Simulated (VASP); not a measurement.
A VASP 6.6.1 single-point calculation on SnTe

INCAR

```
IBRION = -1
SIGMA = 0.02
LWAVE = .FALSE.
LREAL = .FALSE.
PREC = Accurate
NBANDS = 17
NSW = 0
ISIF = 2
NELECT = 19.5
NELM = 99
ENCUT = 250
GGA = PE
EDIFF = 1E-7
LASPH = .TRUE.
LCHARG = .FALSE.
ISMEAR = -1
```

KPOINTS

```
KPOINTS created by Atomic Simulation Environment
0
Gamma
6 6 6
0 0 0
```

POSCAR

```
Sn Te
 1.0000000000000000
     0.0000000000000000    3.5839840091999999    3.4764644889000000
     3.5839840091999999    0.0000000000000000    3.4764644889000000
     3.5839840091999999    3.5839840091999999    0.0000000000000000
 Sn  Te
   1   1
Cartesian
  0.0000000000000000  0.0000000000000000  0.0000000000000000
  1.7919920046000000  1.7919920046000000  1.7382322444500000
```

The recommended PBE PAW datasets give the neutral cell 20 valence electrons.

Command

```
mpirun -np 1 vasp_std
```

OSZICAR

```
N       E                     dE             d eps       ncg     rms          rms(c)
DAV:   1     0.897730075151E+02    0.89773E+02   -0.62798E+03  1028   0.664E+02
DAV:   2    -0.127927281961E+01   -0.91052E+02   -0.89145E+02  1196   0.202E+02
DAV:   3    -0.850085585081E+01   -0.72216E+01   -0.71766E+01  1228   0.656E+01
DAV:   4    -0.866116708303E+01   -0.16031E+00   -0.16027E+00  1236   0.105E+01
DAV:   5    -0.866628512811E+01   -0.51180E-02   -0.51179E-02  1295   0.161E+00    0.453E+00
DAV:   6    -0.868982316572E+01   -0.23538E-01   -0.16179E-01  1111   0.259E+00    0.280E+00
DAV:   7    -0.868840086957E+01    0.14223E-02   -0.90306E-02  1064   0.115E+00    0.660E-01
DAV:   8    -0.868746685172E+01    0.93402E-03   -0.17710E-02  1220   0.811E-01    0.240E-01
DAV:   9    -0.868765346858E+01   -0.18662E-03   -0.85837E-04  1080   0.180E-01    0.120E-01
DAV:  10    -0.868782039825E+01   -0.16693E-03   -0.32473E-04  1114   0.113E-01    0.518E-02
DAV:  11    -0.868785857993E+01   -0.38182E-04   -0.72411E-05  1109   0.465E-02    0.515E-03
DAV:  12    -0.868786460753E+01   -0.60276E-05   -0.95278E-06  1130   0.227E-02    0.777E-03
DAV:  13    -0.868786528613E+01   -0.67860E-06   -0.16206E-06  1099   0.626E-03    0.158E-03
DAV:  14    -0.868786528216E+01    0.39740E-08   -0.21601E-07  1165   0.409E-03
   1 F= -.86878653E+01 E0= -.86855142E+01  d E =-.470225E-02
```

From OUTCAR

```
k-points           NKPTS =     30   k-points in BZ     NKDIM =     30   number of bands    NBANDS=     17

   NELECT =      19.5000    total number of electrons

   dimension x,y,z NGX =    28 NGY =   28 NGZ =   28
   dimension x,y,z NGXF=    56 NGYF=   56 NGZF=   56

  energy-cutoff  :      250.00
  volume of cell :       89.31
      direct lattice vectors                 reciprocal lattice vectors
     0.000000000  3.583984009  3.476464489    -0.139509551  0.139509551  0.143824279
     3.583984009  0.000000000  3.476464489     0.139509551 -0.139509551  0.143824279
     3.583984009  3.583984009  0.000000000     0.139509551  0.139509551 -0.143824279

 k-points in reciprocal lattice and weights: KPOINTS created by Atomic Simulation Env
   0.00000000  0.00000000  0.00000000       0.005
   0.16666667  0.00000000  0.00000000       0.037
   0.33333333  0.00000000  0.00000000       0.037
   0.50000000 -0.00000000  0.00000000       0.019
   0.16666667  0.16666667  0.00000000       0.009
   0.33333333  0.16666667  0.00000000       0.037
   0.50000000  0.16666667  0.00000000       0.037
  -0.33333333  0.16666667  0.00000000       0.037
   ...

 E-fermi :   3.0945

 k-point     1 :       0.0000    0.0000    0.0000
  band No.  band energies     occupation
      1     -18.3026      2.00000
      2     -18.3026      2.00000
      3     -18.3026      2.00000
      4     -18.2915      2.00000
      5     -18.2905      2.00000
      6      -8.2911      2.00000
      7      -1.4684      2.00000
      8       1.4445      2.00000
      9       1.4445      2.00000
     10       1.5779      2.00000
     11       4.6089      0.00000
     12       4.6974      0.00000
     13       4.6975      0.00000
     14       8.1367      0.00000
     15      10.0209      0.00000
     16      10.3616      0.00000
     17      11.4254      0.00000

 k-point     2 :       0.1667    0.0000    0.0000
  band No.  band energies     occupation
      1     -18.3031      2.00000
      2     -18.3022      2.00000
      3     -18.3021      2.00000
      4     -18.2913      2.00000
      5     -18.2905      2.00000
      6      -8.1691      2.00000
      7      -2.0873      2.00000
      8       1.2744      2.00000
      9       1.3714      2.00000
     10       1.6839      2.00000
     11       4.8651      0.00000
     12       4.9709      0.00000
     13       5.0245      0.00000
     14       8.9022      0.00000
     15       9.6130      0.00000
     16       9.8280      0.00000
     17      11.1362      0.00000

 k-point     3 :       0.3333    0.0000    0.0000
  band No.  band energies     occupation
      1     -18.3040      2.00000
      2     -18.3014      2.00000
      3     -18.3014      2.00000
      4     -18.2913      2.00000
      5     -18.2905      2.00000
      6      -7.8855      2.00000
      7      -3.0769      2.00000
      8       0.9966      2.00000
      9       1.1208      2.00000
     10       1.6474      2.00000
     11       5.3575      0.00000
     12       5.3683      0.00000
     13       6.2019      0.00000
     14       9.4760      0.00000
     15       9.8574      0.00000
     16       9.9265      0.00000
     17      11.4150      0.00000

 ...

  Total       -4.1252781     -4.1252781     -4.2549295      0.0000000     -0.0000000      0.0000000
  in kB      -74.0054826    -74.0054826    -76.3313654      0.0000000     -0.0000000      0.0000000
  external PRESSURE =     -74.7807769 kB  Pullay stress =       0.0000000 kB

 POSITION                                       TOTAL-FORCE (eV/Angst)
 -----------------------------------------------------------------------------------
      0.00000      0.00000      0.00000        -0.000000     -0.000000      0.000000
      1.79199      1.79199      1.73823         0.000000      0.000000     -0.000000
 -----------------------------------------------------------------------------------
    total drift:                               -0.000001     -0.000001      0.000000

  FREE ENERGIE OF THE ION-ELECTRON SYSTEM (eV)
  ---------------------------------------------------
  free  energy   TOTEN  =        -8.6878652822 eV

  energy  without entropy=       -8.6831630346  energy(sigma->0) =       -8.68551416
```

It converged. Results: pressure -7.5 GPa.

The cell is charged and sits in a uniform background.

For comparison, a separate PBE run of the intended cell, on usual settings and not on those above, gives a gap of 0.02 eV on its mesh and a pressure of 1.4 GPa.

The run above took about 16 s on one core of a shared host (Intel Xeon Platinum 8488C) and held 0.16 GiB at most.
